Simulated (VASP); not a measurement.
A run of VASP 6.6.1 is set up as follows.

INCAR

```
ALGO     = Normal         # electronic algorithm
EDIFF    = 1E-6           # SCF threshold, eV
EDIFFG   = -0.01          # ionic threshold
ENCUT    = 600            # plane-wave cutoff, eV
GGA      = PS             # functional
IBRION   = 2              # ionic algorithm
ISIF     = 3              # what is computed and relaxed
ISMEAR   = 0              # smearing method
KPAR     = 8            
LASPH    = T              # aspherical terms in the spheres
LCHARG   = F              # write CHGCAR
LREAL    = F              # projectors in reciprocal space
LWAVE    = F              # write WAVECAR
NELM     = 80             # most SCF steps
NSW      = 90             # ionic steps
PREC     = Accurate       # precision mode
SIGMA    = 0.03           # smearing width, eV
```

KPOINTS

```
k-points
0
Gamma
  10 10 6
```

File POSCAR:

```
Ga2O3
1.0
    6.1070000000     -1.5185500000      0.0000000000
    6.1070000000      1.5185500000      0.0000000000
   -1.3859888959      0.0000000000      5.6300087380
Ga O
4 6
Direct
    0.0905000000      0.0905000000      0.7946000000
    0.9095000000      0.9095000000      0.2054000000
    0.6586600000      0.6586600000      0.3140200000
    0.3413400000      0.3413400000      0.6859800000
    0.1645000000      0.1645000000      0.1098000000
    0.8355000000      0.8355000000      0.8902000000
    0.1733000000      0.1733000000      0.5632000000
    0.8267000000      0.8267000000      0.4368000000
    0.4959000000      0.4959000000      0.2566000000
    0.5041000000      0.5041000000      0.7434000000
```

Potentials or basis: VASP PAW PBE potentials, release 64 (Ga_d, O).

Run with:

```bash
$ cat potpaw_PBE.64/Ga_d/POTCAR potpaw_PBE.64/O/POTCAR > POTCAR
$ mpirun -np 8 vasp_std > vasp.out
```

Q: What does it give for the relaxed cell?

A: a = 6.327 Å, b = 6.327 Å, c = 5.810 Å, α = 103.29°, β = 103.29°, γ = 27.88°.

Q: Predict the band gap on the k mesh.

A: 2.22 eV, indirect (least direct gap 2.24 eV).

Step by step:
```tsv
step	energy change (eV)	largest force (eV/Å)	pressure (GPa)	volume (Å³)
1	0.0000	0.1136	2.51	104.42
2	-0.0015	0.1428	-2.30	106.91
3	-0.0113	0.0455	-0.05	105.71
4	-0.0113	0.0419	0.06	105.68
5	-0.0115	0.0221	-0.03	105.72
6	-0.0115	0.0215	0.00	105.71
7	-0.0116	0.0173	-0.08	105.73
8	-0.0117	0.0183	-0.10	105.74
9	-0.0116	0.0243	-0.17	105.76
10	-0.0117	0.0195	-0.09	105.75
11	-0.0117	0.0116	0.01	105.67
12	-0.0117	0.0115	0.11	105.65
13	-0.0117	0.0121	-0.02	105.66
14	-0.0117	0.0111	0.05	105.66
15	-0.0118	0.0074	-0.03	105.67
```

Caveat: the PAW data sets were made with another functional, which shifts forces and pressure a little. A k mesh can miss the band edges.
